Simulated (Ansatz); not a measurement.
Input and command of a plane-wave DFT calculation in Ansatz:

```yaml
crystal:
  lattice:
    - [6.5317254385, 0.0, 0.0]
    - [-3.1994408411, 5.8377267988, 0.0]
    - [-2.1772418128, 0.0, 0.8333118176]
  atoms:
    - { symbol: Cr, position: [0.3333333333, 0.6666666667, 0.0] }
    - { symbol: Cr, position: [0.0, 0.0, 0.0] }
    - { symbol: Cr, position: [0.6666666667, 0.3333333333, 0.0] }
basis:
  ecutwfc: 420
kpoints:
  mp_grid: { grid: [6, 6, 40] }
hamiltonian:
  xc: lda
scf:
  occupations: { method: gaussian, width: 0.1 }
output:
  forces: true
  stress: true
  eigenvalues: true
relax:
  adjacent_minimum: "off"
  f_tol: 0.01
  max_steps: 50
  cell: { fix: [a, b, gamma], stress_tol: 0.1 }
```

```bash
ansatz run input.yaml --threads 8 --pin off --max-ram 20480MiB --backend cpu --events-out ev --progress --plain --runs-dir out
```

Processor: AMD EPYC 9R45 96-Core Processor (Zen 5), 8 threads, on a host shared with other jobs.

Problem. How long does it run, and how much memory does it take?

Solution. About 6.6 s on 8 threads of AMD EPYC 9R45 96-Core Processor (Zen 5), on a shared host, peak memory 0.85 GiB. It solves 26 bands at 724 k points (the mesh reduced by the symmetry that the task leaves, which can be less than the crystal's) with about 621 plane waves (on the last cell), in 26 SCF iterations over 4 ionic steps.
